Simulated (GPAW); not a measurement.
# GaP (F-43m) in GPAW: reference runs

Reference runs on GaP: the cell as given.

Program: GPAW 26.7.0. These are calculated values, not measurements. Logs are shortened: lines on timing, memory, paths and dates and some standing lists are left out, and cuts for length are marked. The log counts tension as positive stress, the text compression.

**The experiment to reproduce.**

From “Stacking defects in GaP nanowires: Electronic structure and optical properties”, 2018, arxiv:1810.01194, for a bulk crystal of GaP at 10 K: band gap 2.34 eV (indirect).

How close the calculation comes is told below.

## (1) Starting point

Symmetry: F-43m, No. 216, cubic system. The conventional cell has a = 5.451 Å, b = 5.451 Å, c = 5.451 Å, α = 90.00°, β = 90.00°, γ = 90.00°. Around Ga (site symmetry -43m) lie 4 P at 2.36 Å. P (site symmetry -43m) has 4 Ga at 2.36 Å as nearest neighbours.

## (2) Single point, PBE

run.py reads:

```python
from ase import Atoms
from ase.dft.bandgap import bandgap
from ase.io import write
from ase.units import Bohr, GPa
from gpaw import GPAW, PW
from gpaw.elf import elf_from_dft_calculation

atoms = Atoms(['Ga', 'P'],
              cell=[[0.0, 2.72525, 2.72525],
                    [2.72525, 0.0, 2.72525],
                    [2.72525, 2.72525, 0.0]],
              scaled_positions=[[0.0, 0.0, 0.0],
                                [0.75, 0.75, 0.75]],
              pbc=True)

calc = GPAW(mode=PW(600),
            xc='PBE',
            kpts={'size': (8, 8, 8), 'gamma': True},
            occupations={'name': 'fermi-dirac', 'width': 0.05},
            nbands=11,
            convergence={'density': 1e-05, 'energy': 1e-05},
            maxiter=150,
            txt='gpaw.txt')
atoms.calc = calc
energy = atoms.get_potential_energy()
forces = atoms.get_forces()
stress = atoms.get_stress()
calc.write('gs.gpw')
write('result.traj', atoms)
print(f'Energy: {energy:.6f} eV')
print('Forces (eV/A):')
print(forces.round(4))
print('Stress (GPa):', (stress / GPa).round(3))
print('Fermi level:', round(calc.get_fermi_level(), 4), 'eV')
print(f'Gap: {bandgap(calc)[0]:.4f} eV, direct: {bandgap(calc, direct=True)[0]:.4f} eV')

# fields on the real-space grid
write('density.cube', atoms, data=calc.get_pseudo_density() * Bohr**3)
write('potential.cube', atoms, data=calc.get_electrostatic_potential())
write('elf.cube', atoms, data=elf_from_dft_calculation(calc).data)
```

Potentials or basis: GPAW PAW data sets (gpaw-data 1.2.1), pw.

Started as:

```sh
$ OMP_NUM_THREADS=1 python run.py
```

gpaw.txt:

```text
__  _  _
 | _ |_)|_||  |
 |__||  | ||/\| - 26.7.0

Input parameters:
  mode=PW(ecut=600.0),
  convergence={'density': 1e-05, 'energy': 1e-05},
  kpts=MonkhorstPack(size=(8, 8, 8), gamma=True),
  maxiter=150,
  nbands=11,
  occupations=Occupations(name='fermi-dirac', width=0.05),
  xc=XC(name='PBE')

Diagonalizing LCAO Hamiltonian
Converting LCAO to pw mode

                    P

       Ga

Atoms  # Å, Bohr magnetons
|   | symbol |        x |        y |        z |    initial magnetic moments |
|---|--------|----------|----------|----------|-----------------------------|
| 0 |     Ga | 0.000000 | 0.000000 | 0.000000 | ( 0.0000,  0.0000,  0.0000) |
| 1 |      P | 4.087875 | 4.087875 | 4.087875 | ( 0.0000,  0.0000,  0.0000) |

Unit cell  # Å
| periodic |        x |        y |        z |  lengths |    angles |
|----------|----------|----------|----------|----------|-----------|
|      yes | 0.000000 | 2.725250 | 2.725250 | 3.854086 | 60.000000 |
|      yes | 2.725250 | 0.000000 | 2.725250 | 3.854086 | 60.000000 |
|      yes | 2.725250 | 2.725250 | 0.000000 | 3.854086 | 60.000000 |

Number of symmetries: 24
Symmetry operations  # r_c * U_cc + t_c -> r_c
|    | kind |            matrix            |
|----|------|------------------------------|
|  0 |  E   |  1, 0, 0,  0, 1, 0,  0, 0, 1 |
|  1 |  σ   |  1, 0, 0,  0, 0, 1,  0, 1, 0 |
|  2 |  σ   |  1, 0,-1,  0, 1,-1,  0, 0,-1 |
|  3 |  C3  |  1, 0,-1,  0, 0,-1,  0, 1,-1 |
|  4 |  C3  |  1,-1, 0,  0,-1, 1,  0,-1, 0 |
|  5 |  σ   |  1,-1, 0,  0,-1, 0,  0,-1, 1 |
|  6 |  σ   |  0, 1, 0,  1, 0, 0,  0, 0, 1 |
|  7 |  C3  |  0, 1, 0,  0, 0, 1,  1, 0, 0 |
|  8 |  C2  |  0, 1,-1,  1, 0,-1,  0, 0,-1 |
|  9 |  S4  |  0, 1,-1,  0, 0,-1,  1, 0,-1 |
| 10 |  C3  |  0, 0, 1,  1, 0, 0,  0, 1, 0 |
| 11 |  σ   |  0, 0, 1,  0, 1, 0,  1, 0, 0 |
| 12 |  S4  |  0, 0,-1,  1, 0,-1,  0, 1,-1 |
| 13 |  C3  |  0, 0,-1,  0, 1,-1,  1, 0,-1 |
| 14 |  S4  |  0,-1, 1,  1,-1, 0,  0,-1, 0 |
| 15 |  C2  |  0,-1, 1,  0,-1, 0,  1,-1, 0 |
| 16 |  C3  |  0,-1, 0,  1,-1, 0,  0,-1, 1 |
| 17 |  S4  |  0,-1, 0,  0,-1, 1,  1,-1, 0 |
| 18 |  S4  | -1, 1, 0, -1, 0, 1, -1, 0, 0 |
| 19 |  C3  | -1, 1, 0, -1, 0, 0, -1, 0, 1 |
| 20 |  C3  | -1, 0, 1, -1, 1, 0, -1, 0, 0 |
| 21 |  S4  | -1, 0, 1, -1, 0, 0, -1, 1, 0 |
| 22 |  σ   | -1, 0, 0, -1, 1, 0, -1, 0, 1 |
| 23 |  C2  | -1, 0, 0, -1, 0, 1, -1, 1, 0 |

BZ-sampling:
  Number of BZ points: 512
  Number of IBZ points: 29

  Monkhorst-Pack size: [8, 8, 8]
  Monkhorst-Pack shift: [0.0625, 0.0625, 0.0625]

K-points  # in reciprocal-cell coordinates
|     |                                coordinates |     weight |
|-----|--------------------------------------------|------------|
|   0 | (  0.00000000,   0.00000000,   0.00000000) | 0.00195312 |
|   1 | (  0.12500000,   0.12500000,   0.00000000) | 0.01171875 |
|   2 | (  0.12500000,   0.12500000,   0.12500000) | 0.01562500 |
|   3 | (  0.25000000,   0.12500000,   0.12500000) | 0.02343750 |
|   4 | (  0.25000000,   0.25000000,   0.00000000) | 0.01171875 |
|   5 | (  0.25000000,   0.25000000,   0.12500000) | 0.04687500 |
|   6 | (  0.25000000,   0.25000000,   0.25000000) | 0.01562500 |
|   7 | (  0.37500000,   0.25000000,  -0.37500000) | 0.04687500 |
|   8 | (  0.37500000,   0.25000000,   0.12500000) | 0.04687500 |
|   9 | (  0.37500000,   0.25000000,   0.25000000) | 0.04687500 |
| ... |                                            |            |
|  28 | (  0.50000000,   0.50000000,   0.50000000) | 0.00781250 |

Plane wave coefficients: 1365
Cutoff: 600.0 eV

Spin-components: 1 (collinear spins)
Bands:           11
Projectors:      10
Spin-degeneracy: 2
Datatype:        complex128

Density:
  Valence electrons: 8.0
  Components: 1
  Grid points: [24 24 24]
  Charge: 0.0  # |e|

Potential:
  Grid points: [24 24 24]

species:
  Ga:
    name:    Gallium
    Z:       31.0
    valence: 3
    core:    28
    charge:  0.0  # [|e|]
    compensation charges:
      type: gauss
      rc: 0.37  # [Å]
      lmax: 2
    cutoffs:
      filter: 2.06  # [Å]
      core: 4.17  # [Å]
    projectors
    | kind |    occ | energy [eV] | rcut [Å] |
    |------|--------|-------------|----------|
    |   4s |  2.000 |      -8.945 |    1.164 |
    |   4p |  1.000 |      -2.580 |    1.164 |
    |    s |        |      18.266 |    1.164 |
    |    p |        |      24.631 |    1.164 |
    |    d |        |       0.000 |    1.164 |

    Using partial waves for Ga as LCAO basis

  P:
    name:    Phosphorus
    Z:       15.0
    valence: 5
    core:    10
    charge:  0.0  # [|e|]
    compensation charges:
      type: gauss
      rc: 0.30  # [Å]
      lmax: 2
    cutoffs:
      filter: 1.69  # [Å]
      core: 1.81  # [Å]
    projectors
    | kind |    occ | energy [eV] | rcut [Å] |
    |------|--------|-------------|----------|
    |   3s |  2.000 |     -13.968 |    0.953 |
    |   3p |  3.000 |      -5.506 |    0.953 |
    |    s |        |      13.244 |    0.953 |
    |    p |        |      21.705 |    0.953 |
    |    d |        |       0.000 |    0.953 |

    Using partial waves for P as LCAO basis

Reference energy: -62187.585188  # eV

eigensolver:
  PPCG
  Converge bands: occupied
  niter=2

density mixing:
  MSR1-Mixer
  Pratt-step length: 0.05
  Maximum mixing coefficient: 0.75
  Old densities: 10
  SVD Regularization: 0.005
  Good broyden scale: 1.0
  Trust region scale: 1.0
  Backstep threshold: 4.0
  History deletion threshold: 6.0
  Fourier metric: weight=20.0, sigma=0.015

occupation numbers:
  Fermi-Dirac:
    width: 0.0500  # eV

poisson solver:
  ecut: 4800.0  # eV

xc functional:
[... 9 lines left out ...]
|iter     | |      energy | eigst |  dens |
|---------|-|-------------|-------|-------|
|iter:   1| |   -9.218766 | -0.28 |       |
|iter:   2| |   -9.184672 | -2.34 | -0.84 |
|iter:   3| |   -9.036027 | -1.89 | -0.87 |
|iter:   4| |   -9.037229 | -3.46 | -1.52 |
|iter:   5| |   -9.037524 | -4.34 | -2.05 |
|iter:   6| |   -9.037562 | -5.62 | -2.79 |
|iter:   7| |   -9.037562c| -7.21 | -3.80 |
|iter:   8| |   -9.037562c| -7.58c| -4.36 |
|iter:   9| |   -9.037562c| -8.64c| -5.35c|

Converged in 9 steps
Energy contributions relative to reference atoms: (reference = -62187.585188)

Energy contributions:
  Kinetic:          24.590039
  Coulomb:         -21.584473
  Zero:              0.014661
  External:          0.000000
  Xc:              -12.057789
  Entropy:          -0.000000
  Spinorbit:         0.000000
  ----------------------------
  Free energy:      -9.037562
  Extrapolated:     -9.037562

dipole moment: (-10.829216, -10.829216, -10.829216)  # |e|*Ang

Fermi level: 5.757
Eigenvalues  # (at kpt = [0.000, 0.000, 0.000])
| band index |      eig [eV] | occ [0-2] |
|------------|---------------|-----------|
|          0 |        -7.509 |     2.000 |
|          1 |         4.954 |     2.000 |
|          2 |         4.954 |     2.000 |
|          3 |         4.954 |     2.000 |
|          4 |         6.848 |     0.000 |
|          5 |         8.885 |     0.000 |
|          6 |         8.885 |     0.000 |
|          7 |         8.885 |     0.000 |
|          8 |        13.831 |     0.000 |
|          9 |        14.653 |     0.000 |
|         10 |        14.653 |     0.000 |

Gap: 1.668 eV
Transition (v -> c):
  (s=0, k=0, n=3, [0.00, 0.00, 0.00]) -> (s=0, k=24, n=4, [0.50, 0.50, 0.00])
Direct/indirect transitions are different
Direct gap: 1.895 eV
Transition at: (s=0, k=0, n=3, [0.00, 0.00, 0.00])

Forces  # eV/Ang
|        x |        y |        z |
|----------|----------|----------|
| -0.00000 | -0.00000 | -0.00000 |  # Ga   0
| -0.00000 | -0.00000 |  0.00000 |  # P    1

Stress tensor  # eV/Ang^3
|         x |         y |         z |
|-----------|-----------|-----------|
| -0.028378 |  0.000000 | -0.000000 |
|  0.000000 | -0.028378 |  0.000000 |
| -0.000000 |  0.000000 | -0.028378 |

# Writing to gs.gpw (mode='')
```

stdout:

```text
Energy: -9.037562 eV
Forces (eV/A):
[[-0. -0. -0.]
 [-0. -0.  0.]]
Stress (GPa): [-4.547 -4.547 -4.547  0.    -0.     0.   ]
Fermi level: 5.7566 eV
Gap: 1.6682 eV, direct: 1.8948 eV
```

It took 12 s on 1 thread of AMD EPYC 7R43 (Zen 3), shared host; peak memory 0.15 GiB.

What came out:

```yaml
Free_energy: -9.0376 eV
Pressure: 4.5 GPa
Band_gap_on_the_k_mesh: 1.67 eV, indirect (least direct gap 1.89 eV)
```

## (3) Comparison with measurements

Step 2. A measured gap of GaP is 2.34 eV (indirect; 10 K; quoted in “Stacking defects in GaP nanowires: Electronic structure and optical properties”, 2018, arxiv:1810.01194); the calculated 1.67 eV misses it by -0.67 eV. Spin-orbit coupling on Ga is left out. The value is that of PBE on a finite k mesh, which can miss the band edges, without temperature or zero-point motion. Semilocal functionals fall short of measured gaps as a rule.
